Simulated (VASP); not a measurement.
# A VASP 6.6.1 single-point calculation on GaP

INCAR

```
NBANDS = 16
LCHARG = .FALSE.
SIGMA = 0.02
ISMEAR = -1
LWAVE = .FALSE.
PREC = Accurate
EDIFF = 1E-7
GGA = PS
NELM = 120
ISIF = 2
ENCUT = 520
LASPH = .TRUE.
NSW = 0
IBRION = -1
LREAL = .FALSE.
```

KPOINTS

```
KPOINTS created by Atomic Simulation Environment
0
Gamma
8 8 8
0 0 0
```

POSCAR

```
Ga P
 1.0000000000000000
     0.0000000000000000    2.7253992946999999    2.7253992946999999
     2.6163833229000000    0.0000000000000000    2.7253992946999999
     2.6163833229000000    2.7253992946999999    0.0000000000000000
 Ga  P
   1   1
Cartesian
  0.0000000000000000  0.0000000000000000  0.0000000000000000
  1.3081916614500000  1.3626996473499999  1.3626996473499999
```

The recommended PBE PAW datasets give the neutral cell 18 valence electrons.

Command

```
mpirun -np 1 vasp_std
```

**Question.** How does this run end, and what does it give?

**Answer.** It converged. Results: gap between bands v and c on the k mesh 1.06 eV; least direct gap on the k mesh 1.93 eV; pressure 3.0 GPa. Band v is the last that the valence electrons fill when counted band by band, and c is the next.

OSZICAR

```
N       E                     dE             d eps       ncg     rms          rms(c)
DAV:   1     0.815808686360E+02    0.81581E+02   -0.90418E+03  1944   0.164E+03
DAV:   2    -0.393851665333E+01   -0.85519E+02   -0.81824E+02  2160   0.319E+02
DAV:   3    -0.101053237446E+02   -0.61668E+01   -0.61452E+01  2344   0.660E+01
DAV:   4    -0.101999953011E+02   -0.94672E-01   -0.94656E-01  2320   0.873E+00
DAV:   5    -0.102017136345E+02   -0.17183E-02   -0.17183E-02  2416   0.104E+00    0.432E+00
DAV:   6    -0.994438131905E+01    0.25733E+00   -0.35758E-01  2960   0.120E+01    0.276E+00
DAV:   7    -0.990195369772E+01    0.42428E-01   -0.88359E-02  2752   0.237E+00    0.102E+00
DAV:   8    -0.989909522938E+01    0.28585E-02   -0.12399E-02  2256   0.132E+00    0.200E-01
DAV:   9    -0.989923089356E+01   -0.13566E-03   -0.10612E-03  2760   0.440E-01    0.656E-02
DAV:  10    -0.989924784362E+01   -0.16950E-04   -0.62057E-05  2856   0.854E-02    0.280E-02
DAV:  11    -0.989927224112E+01   -0.24397E-04   -0.25141E-05  2224   0.523E-02    0.669E-03
DAV:  12    -0.989927215151E+01    0.89609E-07   -0.10305E-06  2432   0.117E-02    0.472E-03
DAV:  13    -0.989927227811E+01   -0.12661E-06   -0.32411E-07  2496   0.459E-03    0.151E-03
DAV:  14    -0.989927227010E+01    0.80108E-08   -0.54868E-09  1368   0.752E-04
   1 F= -.98992723E+01 E0= -.98992723E+01  d E =-.286904E-10
```

For comparison, a separate PBE run of the intended cell, on usual settings and not on those above, gives a gap of 1.18 eV on its mesh and a pressure of 6.3 GPa.
